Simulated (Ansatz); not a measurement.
Sn: do energies and stresses tell the same story?

The calculation used Ansatz 0.2.0, DFT r2SCAN, scalar-relativistic, plane waves, PAW.

Cutoff 500 eV; k points 14×14×14 on the computed 2-atom cell (Γ-centred); Gaussian smearing, width 0.10 eV; no spin polarisation.

Relaxed cell: I4_1/amd, a = 5.859 Å, b = 5.859 Å, c = 3.214 Å, α = 90.00°, β = 90.00°, γ = 90.00°, 2 atoms in the primitive cell.

Energies at zero smearing and pressures from the stress tensor, at volumes with shape and atoms relaxed:
```tsv
V (Å³/atom)	E − E(first) (meV/atom)	P (GPa)
24.274	0.00	9.41
25.102	-40.53	6.41
25.929	-66.88	3.89
26.757	-81.28	1.77
27.584	-85.65	0.00
28.412	-81.58	-1.49
29.239	-70.59	-2.73
30.343	-47.26	-4.05
```

Problem. Check P = −dE/dV between neighbouring volumes, and get the bulk modulus from the pressures alone.

Solution. With 1 eV/Å³ = 160.2 GPa:
| middle V (Å³/atom) | −ΔE/ΔV (GPa) | mean P (GPa) |
| --- | --- | --- |
| 24.688 | 7.847 | 7.911 |
| 25.515 | 5.102 | 5.148 |
| 26.343 | 2.788 | 2.830 |
| 27.170 | 0.844 | 0.885 |
| 27.998 | -0.787 | -0.745 |
| 28.826 | -2.128 | -2.109 |
| 29.791 | -3.388 | -3.389 |

The two differ by 0.06 GPa at most. The mean of two end pressures misses the average over a step by about ΔV² P″/12, up to 0.04 GPa here; with that taken off 0.03 GPa remains. The stress is the derivative of the free energy, not of the energy at zero smearing, and with free energies 0.01 GPa remains. Around V = 27.584 Å³/atom, the two neighbours give B = −V ΔP/ΔV = 27.584 × 3.26 / 1.655 = 54.4 GPa, against B0 = 53.7 GPa from the Birch–Murnaghan fit of the energies.